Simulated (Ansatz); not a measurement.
**C: zone-centre modes under pressure**

C, P6/mmm, a = 2.465 Å, c = 3.567 Å. This isn't the element's structure at ambient conditions. Ansatz: PBE+D3(BJ), PAW, 420 eV, Γ-centred 18×18×12 mesh on 2 atoms, Fermi-Dirac smearing 0.15 eV; no spin polarisation. Cell and atoms are relaxed at each pressure with the symmetry kept; optical modes at Γ by linear response, in cm⁻¹, matched by rank (the highest 2 distinct ones).

| P (GPa) | V (Å³/atom) | ω1 | ω2 |
| --- | --- | --- | --- |
| 0 | 9.382 | 872.0 | 1562.4 |
| 3 | 8.742 | 872.4 | 1572.9 |
| 8 | 8.189 | 873.1 | 1582.4 |
| 15 | 7.717 | ? | ? |

Get each mode's Grüneisen parameter γ = −d ln ω/d ln V from the other rows and predict the missing frequencies.

ln(V/V0) = 0.0000, -0.0707, -0.1360, -0.1954; a line through ln(ω/ω0) of the 3 known rows gives ω1: γ = 0.009, predicted 873.5, computed 873.8; ω2: γ = 0.094, predicted 1591.3, computed 1598.9. The worst miss is 0.5 %, or 21 % of the shift under pressure, so a constant γ serves at that level. In a metal these frequencies hang on the mesh and smearing.

Cost: 4 runs of about 0.68 core-minutes in all, on Intel Xeon 6975P-C (Granite Rapids) (shared hosts).